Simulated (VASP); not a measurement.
Wanted: the native input for a VASP 6.6.1 run.

| Item | Value |
| --- | --- |
| Task | single point |
| Functional | HSE06 |
| Potentials or basis | VASP PAW PBE potentials, release 64 (Be, Se) |
| Cutoff | 520 eV |
| k mesh | 4 × 4 × 4 |
| Occupations | gaussian, width 0.01 eV |
| Spin | no spin polarisation |
| Dipole correction | no |
| Exchange at q = 0 | truncated |
| Grid for exact exchange (PRECFOCK) | Normal |
| Screening parameter | 0.2079 1/A |
| Further INCAR settings | ALGO = Normal; EDIFF = 1e-07; NBANDS = 11 |

The system is BeSe.

```xyz
2
Lattice="0.0000 2.5810 2.5810 2.5810 0.0000 2.5810 2.5810 2.5810 0.0000" Properties=species:S:1:pos:R:3 pbc="T T T"
Be    0.0000    0.0000    0.0000
Se    1.2905    1.2905    1.2905
```

These files were run (other wordings do the same):

POSCAR

```
BeSe
1.0
    0.0000000000      2.5810355899      2.5810355899
    2.5810355899      0.0000000000      2.5810355899
    2.5810355899      2.5810355899      0.0000000000
Be Se
1 1
Direct
    0.0000000000      0.0000000000      0.0000000000
    0.2500000000      0.2500000000      0.2500000000
```

INCAR.step1

```
PREC = Accurate
ENCUT = 520
EDIFF = 1E-5
ISMEAR = 0
SIGMA = 0.01
LREAL = False
LASPH = True
NELM = 80
ALGO = Normal
ISIF = 2
LWAVE = True
LCHARG = False
NBANDS = 11
GGA = PE
```

INCAR.step2

```
PREC = Accurate
ENCUT = 520
EDIFF = 1E-7
ISMEAR = 0
SIGMA = 0.01
LREAL = False
LASPH = True
NELM = 80
ALGO = Normal
ISIF = 2
LWAVE = False
LCHARG = False
GGA = PE
LHFCALC = True
HFSCREEN = 0.2079
PRECFOCK = Normal
NBANDS = 11
ISTART = 1
```

KPOINTS

```
Automatic mesh
0
Gamma
  4 4 4
```

Potentials or basis: VASP PAW PBE potentials, release 64 (Be, Se).

The run is started by

```bash
$ cat potpaw_PBE.64/Be/POTCAR potpaw_PBE.64/Se/POTCAR > POTCAR
$ cp INCAR.step1 INCAR
$ mpirun -np 1 vasp_std > vasp.out
$ cp INCAR.step2 INCAR
$ mpirun -np 1 vasp_std > vasp.out
```

Results of the run:

The pressure is -0.4 GPa and the band gap on the k mesh is 3.51 eV, indirect (least direct gap 5.40 eV).

Caveat: the k mesh is coarse (spacing up to 0.53 Å⁻¹), so the values aren't converged, least of all with exact exchange; the PAW data sets were made with another functional, which shifts forces and pressure a little.

Run time: 61 s on 1 thread of Intel(R) Xeon(R) 6975P-C (Granite Rapids), with other jobs on the host, peak memory 0.27 GiB.
